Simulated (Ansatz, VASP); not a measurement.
**Two plane-wave programs on Al**

Contents of POSCAR:

```
Al
1.0
   -1.4122003936      1.4122003936      2.1484568852
    1.4122003936     -1.4122003936      2.1484568852
    1.4122003936      1.4122003936     -2.1484568852
Al
1
Direct
    0.0000000000      0.0000000000      0.0000000000
```

Contents of INCAR.step1:

```
SYSTEM = Al
PREC = Accurate
ENCUT = 600
ISMEAR = 0
SIGMA = 0.1
LREAL = .FALSE.
LASPH = .TRUE.
NELM = 80
GGA = PE
ALGO = Normal
EDIFF = 1E-4
LWAVE = .TRUE.
LCHARG = .FALSE.
```

INCAR.step2

```
SYSTEM = Al
PREC = Accurate
ENCUT = 600
EDIFF = 1E-6
ISMEAR = 0
SIGMA = 0.1
LREAL = .FALSE.
LASPH = .TRUE.
NELM = 80
ALGO = Normal
ISIF = 3
LWAVE = .FALSE.
LCHARG = .FALSE.
METAGGA = R2SCAN
LMIXTAU = .TRUE.
IBRION = 2
NSW = 90
EDIFFG = -0.04
ISTART = 1
```

The input KPOINTS:

```
Automatic mesh
0
G
  8 8 8
  0 0 0
```

Input for Ansatz:

```yaml
crystal:
  lattice:
    - [-1.4122003936, 1.4122003936, 2.1484568852]
    - [1.4122003936, -1.4122003936, 2.1484568852]
    - [1.4122003936, 1.4122003936, -2.1484568852]
  atoms:
    - { symbol: Al, position: [0.0, 0.0, 0.0] }
basis:
  ecutwfc: 500
kpoints:
  mp_grid: { grid: [8, 8, 8] }
hamiltonian:
  xc: r2scan
scf:
  occupations: { method: gaussian, width: 0.1 }
  lower_state_search: "off"
output:
  forces: true
  stress: true
  eigenvalues: true
relax:
  adjacent_minimum: "off"
  f_tol: 0.04
  max_steps: 70
  cell: { stress_tol: 0.4 }
```

Alike in both runs: task relaxation of cell and atoms; functional r2SCAN; k mesh 8 × 8 × 8; occupations gaussian, width 0.1 eV; no spin polarisation.

|  | VASP | Ansatz |
| --- | --- | --- |
| version | VASP 6.6.1 | Ansatz 0.2.0 |
| potentials or method | VASP PAW PBE potentials, release 64 (Al) | scalar-relativistic, plane waves, PAW |
| plane-wave cutoff (eV) | 600 | 500 |
| valence electrons in the cell | 3 | 3 |

|  | VASP | Ansatz | Ansatz less VASP |
| --- | --- | --- | --- |
| gap on the k mesh at the Fermi level, each at its own relaxed structure (eV) | none | none | - |
| relaxed volume (Å³/atom) | 15.96 | 15.98 | +0.015 |
| relaxed cell length with the largest relative difference (Å) | 2.825 | 2.827 | +0.0020 |
| energy change over the relaxation (meV/atom) | -34 | -31 | +2.4 |

A gap of «none» marks a metal or a gap that the smearing closes.

Caveats: the k mesh is coarse (spacing up to 0.39 Å⁻¹), so the values aren't converged; the PAW data sets were made with another functional, which shifts forces and pressure a little (VASP).
